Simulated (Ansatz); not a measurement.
MgS (distorted cell), a single point

With the Python package of Ansatz (0.2.0).

Notebook, run cell by cell (the value of a cell's last expression is shown):

**Cell 1**
```python
from pathlib import Path

import ansatz as az
from ase import Atoms
import numpy as np
from pymatgen.analysis.ewald import EwaldSummation
from pymatgen.core import Structure
```

**Cell 2**
```python
atoms = Atoms(
    ["Mg", "S"],
    scaled_positions=[
        [0.98214, 0.00632, 0.00416],
        [0.72619, 0.75525, 0.76419],
    ],
    cell=[
        [-0.01436, 2.75656, 2.75507],
        [2.87602, -0.10518, 2.84589],
        [2.7905, 2.76185, -0.01966],
    ],
    pbc=True,
)
structure = az.Crystal.from_ase(atoms)
```

**Cell 3**
```python
structure.resolved().tree()["lattice"]
```
Output:
```text
((-0.01436, 2.75656, 2.75507), (2.87602, -0.10518, 2.84589), (2.7905, 2.76185, -0.01966))
```

**Cell 4**
```python
# functional, basis and sampling
calc = (
    structure.calculation()
    .kpoints(3, 3, 3)  # the mesh must be finer for metals
    .occupations("cold", width=0.01)  # the run then minimises F = E - TS
    .basis(530)
    .functional("r2scan")
    .scf(max_iterations=85)
    .electric_field_gradient()
    .density()
    .potential()  # keep the local potentials
    .electron_localization_function()
    .output_files(volumetric_format="npy")
    .bader_charges()
)
res = calc.run()
rep = res.report
```

**Cell 5**
```python
rep["converged"], rep["free_energy_ev"]
```
Output:
```text
(True, -2835.4007157540004)
```

**Cell 6**
```python
rep["n_iterations"], rep["closed_by"]
```
Output:
```text
(5, 'deck_thresholds')
```

**Cell 7**
```python
energy = rep["free_energy_ev"]
print("MgS: {:.6f} eV = {:.6f} Ry = {:.6f} Ha".format(energy, energy / 13.605693, energy / 27.211386))
print("Fermi level {:.4f} eV, {} k-points, {} symmetry operations".format(rep["fermi_energy_ev"], rep["n_kpoints"], rep["n_symmetry_ops"]))
```
Output:
```text
MgS: -2835.400716 eV = -208.398111 Ry = -104.199055 Ha
Fermi level 5.1031 eV, 14 k-points, 1 symmetry operations
```

**Cell 8**
```python
for row in rep["efg"]:
    print({k: round(v, 4) if isinstance(v, float) else v for k, v in row.items() if not isinstance(v, (list, dict))})

folder = Path(res.write_results("fields"))
print("densities in e/A^3, potentials in eV, ELF without unit")
for name in sorted(p.name for p in folder.glob("*.npy")):
    field = np.load(folder / name)
    print(f"{name:16s} {str(field.shape):16s} min {field.min():10.4f}  mean {field.mean():10.4f}  max {field.max():10.4f}")

rho = res.density()
total = sum(ch.density_e_per_ang3 for ch in rho.channels[:2]) if len(rho.channels) < 3 else rho.channels[0].density_e_per_ang3
print("grid", rho.dims, "electrons", round(float(total.mean() * rho.cell_volume_ang3), 4))
print(f"density range {total.min():.4f} to {total.max():.4f} e/A^3")
print(np.array2string(total[:: max(rho.dims[0] // 8, 1), :: max(rho.dims[1] // 8, 1), 0], precision=3, suppress_small=True))

final = Structure(res.lattice.cell_ang, [s.symbol for s in res.lattice.sites], [s.position_frac for s in res.lattice.sites])
# point charges of the Bader values: a model, not a term of the DFT energy
charges = [a.partial_charge_e for a in res.bader_charges().atoms]
shift = sum(charges) / len(charges)
ionic = final.copy()
ionic.add_oxidation_state_by_site([q - shift for q in charges])
print("Bader charges", [round(q, 3) for q in charges])
print(f"point-charge energy {EwaldSummation(ionic).total_energy / len(ionic):.3f} eV/atom")
```
Output:
```text
{'site': 1, 'element': 'Mg', 'v_zz_1e21_v_m2': 0.5916, 'eta': 0.7142, 'by_run_symmetry': 'allowed', 'electrostatic_potential_v': -1099.6007}
{'site': 2, 'element': 'S', 'v_zz_1e21_v_m2': 1.3867, 'eta': 0.384, 'by_run_symmetry': 'allowed', 'electrostatic_potential_v': -1630.5904}
densities in e/A^3, potentials in eV, ELF without unit
elf.npy          (30, 32, 30)     min     0.0011  mean     0.3414  max     0.9090
rho.npy          (30, 32, 30)     min    -0.0505  mean     0.3567  max    30.7595
v_es.npy         (30, 32, 30)     min   -95.6151  mean     2.2213  max     9.3881
v_tot.npy        (30, 32, 30)     min  -111.0177  mean    -6.5066  max     5.6821
grid (30, 32, 30) electrons 16.0
density range -0.0505 to 30.7595 e/A^3
[[30.759  4.099  0.108  0.122  0.146  0.139  0.125  4.073]
 [ 7.086  0.214  0.056  0.057  0.061  0.062  0.113  3.981]
 [ 0.213  0.063  0.033  0.027  0.031  0.049  0.116  0.374]
 [ 0.147  0.06   0.025  0.019  0.035  0.092  0.195  0.238]
 [ 0.177  0.061  0.024  0.028  0.077  0.218  0.403  0.369]
 [ 0.187  0.061  0.031  0.059  0.184  0.482  0.701  0.484]
 [ 0.171  0.06   0.049  0.125  0.373  0.784  0.85   0.485]
 [ 0.142  0.089  0.091  0.214  0.543  0.852  0.761  0.371]
 [ 0.431  1.055  0.172  0.261  0.51   0.642  0.474  0.24 ]
 [13.16   7.64   0.19   0.212  0.315  0.327  0.234  0.391]]
Bader charges [1.682, -1.682]
point-charge energy -13.661 eV/atom
```

**Cell 9**
```python
# count neighbours out to a fixed multiple of the shortest distance
for index, (site, neighbours) in enumerate(zip(final, final.get_all_neighbors(5.5))):
    first = min(n.nn_distance for n in neighbours)
    shell = [n for n in neighbours if n.nn_distance < 1.15 * first]
    mean = sum(n.nn_distance for n in shell) / len(shell)
    print(f"atom {index} {site.specie.symbol}: {len(shell)} neighbours within 1.15 of the shortest distance, mean {mean:.3f} A")
```
Output:
```text
atom 0 Mg: 4 neighbours within 1.15 of the shortest distance, mean 2.443 A
atom 1 S: 4 neighbours within 1.15 of the shortest distance, mean 2.443 A
```

Caveats:
- Total energies depend on the potentials; only differences at equal settings carry meaning.
- Under fixed occupations the level called the Fermi level is the highest filled one on the SCF mesh; off the mesh a filled band can lie a little above it.
- Energy and stress may still move on a finer k-point mesh.
- The zero of the levels is a convention of the potentials, so an absolute Fermi energy is no work function.
- In a crystal with a gap the Fermi level's place inside it depends on smearing and mesh.
- The fields are valence quantities on the plane-wave grid; their values near the nuclei depend on the potentials.
- The cell is a database structure, distorted on purpose.
- It ran for 24 s on 1 thread of Arm Neoverse V2, with other jobs on the host, peak memory 0.48 GiB.

(Lines on the test bed's own set-up are left out of the output.)
